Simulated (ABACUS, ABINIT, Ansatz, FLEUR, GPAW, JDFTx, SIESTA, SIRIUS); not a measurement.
## One calculation of SnO, 8 ways

```
CELL_PARAMETERS angstrom
3.81370 0.00000 0.00000
0.00000 3.81370 0.00000
0.00000 0.00000 4.88691
ATOMIC_POSITIONS crystal
Sn 0.50918 0.99567 0.76977
Sn 0.00319 0.50075 0.22490
O 0.00685 0.00345 0.99809
O 0.49356 0.49563 0.99839
```

The cell is a database's computed one, not the measured one.

Atoms were shifted at random by some hundredths of an Å from the given cell, which wasn't relaxed again for these runs.

Alike in all runs: task single point; functional PBEsol; k mesh 7 × 7 × 6; occupations fermi-dirac, width 0.05 eV; no spin polarisation; no spin-orbit coupling. Pressure is positive in compression and, in plane waves, holds the error of the finite cutoff.

```csv
program and potentials,plane-wave cutoff (eV),notes,pressure (GPa),largest force (eV/Å),energy over the undisturbed cell (meV/atom)
"FLEUR, all-electron, FLAPW",-,-,-,0.843,11.42
"ABACUS, PseudoDojo NC SR 0.4.1 PBEsol standard, plane waves",1143,-,2.55,0.941,13.06
"ABINIT, PseudoDojo NC SR PBEsol v0.4.1 standard",1143,-,2.55,0.934,-
"SIRIUS, PseudoDojo 0.4.1 PBEsol standard (scalar relativistic)",1152,-,2.55,0.935,-
"SIESTA, files PseudoDojo sr-pbesol-0.4.1-standard, DZP (energy shift 0.003 Ry; two zetas on semicore shells)",-,atomic basis,5.28,1.492,22.98
"JDFTx, PseudoDojo-SR-PBEsol-0.4.1-standard with smoothed tails",1143,-,2.55,0.934,13.05
"GPAW, PAW data sets generated for this functional",800,-,1.24,0.791,10.33
"Ansatz, all-electron LAPW, scalar-relativistic",-,-,1.94,0.841,-
```

Force on atom 2 (Sn), eV/Å:

```csv
program and potentials,x,y,z
"FLEUR, all-electron, FLAPW",-0.085,-0.006,0.839
"ABACUS, PseudoDojo NC SR 0.4.1 PBEsol standard, plane waves",-0.102,0.000,0.935
"ABINIT, PseudoDojo NC SR PBEsol v0.4.1 standard",-0.101,-0.001,0.929
"SIRIUS, PseudoDojo 0.4.1 PBEsol standard (scalar relativistic)",-0.101,-0.001,0.929
"SIESTA, files PseudoDojo sr-pbesol-0.4.1-standard, DZP (energy shift 0.003 Ry; two zetas on semicore shells)",-0.154,0.012,1.484
"JDFTx, PseudoDojo-SR-PBEsol-0.4.1-standard with smoothed tails",-0.101,-0.001,0.928
"GPAW, PAW data sets generated for this functional",-0.077,-0.009,0.787
"Ansatz, all-electron LAPW, scalar-relativistic",-0.085,-0.006,0.837
```

The pressure spans 1.24 (GPAW, PAW data sets generated for this functional) to 5.28 GPa (SIESTA, files PseudoDojo sr-pbesol-0.4.1-standard, DZP (energy shift 0.003 Ry; two zetas on semicore shells)), with all-electron results at 1.94. The pressure on the cell as given of SIESTA, files PseudoDojo sr-pbesol-0.4.1-standard, DZP (energy shift 0.003 Ry; two zetas on semicore shells) lies far from the others; the cause wasn't traced. Rows in atomic bases carry the error of their basis and grid, which can be large.

Differences between rows come from potentials, basis sets and numerical settings, since the functional is the same but for its coding. Runs on potential files found faulty are left out.
